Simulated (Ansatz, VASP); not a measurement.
One calculation of C, two programs

```xyz
2
Lattice="0.0000 1.7834 1.7834 1.7834 0.0000 1.7834 1.7834 1.7834 0.0000" Properties=species:S:1:pos:R:3 pbc="T T T"
C     1.7834    1.7834    1.7834
C     2.6751    2.6751    2.6751
```

Alike in both runs: task relaxation of cell and atoms; functional r2SCAN; k mesh 22 × 22 × 22; occupations fermi-dirac, width 0.1 eV; no spin polarisation.

|  | VASP | Ansatz |
| --- | --- | --- |
| version | VASP 6.6.1 | Ansatz 0.2.0 |
| potentials or method | VASP PAW PBE potentials, release 64 (C) | PAW with Ansatz's default frozen-core files, scalar-relativistic |
| plane-wave cutoff (eV) | 600 | 500 |
| valence electrons in the cell | 8 | 8 |

|  | VASP | Ansatz | Ansatz less VASP |
| --- | --- | --- | --- |
| relaxed volume (Å³/atom) | 5.65 | 5.64 | -0.004 |
| relaxed cell length with the largest relative difference (Å) | 2.518 | 2.518 | -0.0006 |

Caveats: the PAW data sets were made with another functional, which shifts forces and pressure a little (VASP).
